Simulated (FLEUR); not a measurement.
# PbSe (Clausthalite): equation of state with LDA

Crystal: PbSe (Clausthalite).

```xyz
2
Lattice="0.0000 3.0606 3.0606 3.0606 0.0000 3.0606 3.0606 3.0606 0.0000" Properties=species:S:1:pos:R:3 pbc="T T T"
Pb    0.0000    0.0000    0.0000
Se    3.0606    3.0606    3.0606
```

```json
{
 "Program": "FLEUR MaX-R8.1 (later development tree)",
 "Task": "equation of state",
 "Functional": "LDA",
 "Potentials or basis": "all-electron",
 "Basis": "FLAPW",
 "Kmax": "4.1 1/bohr",
 "k mesh": "8 × 8 × 8",
 "Occupations": "fermi-dirac, width 0.05 eV",
 "Spin": "no spin polarisation"
}
```

```yaml
Equilibrium_volume: 27.53 Å³/atom
Bulk_modulus: 57 GPa
Pressure_derivative_of_the_bulk_modulus: "4.2 (rough: it moves with the points fitted)"
```

Energy against volume, from the lowest point:
```
volume (Å³/atom)  energy (meV/atom)
          26.951               2.21
          27.524               0.00
          28.671               7.92
          29.818              29.68
          30.391              44.87
```

The cell as given is a measured one (28.67 Å³/atom); LDA puts the equilibrium volume -4.0 % from it, thermal expansion not counted.

Spin-orbit coupling is left out, which matters for the levels of Pb.
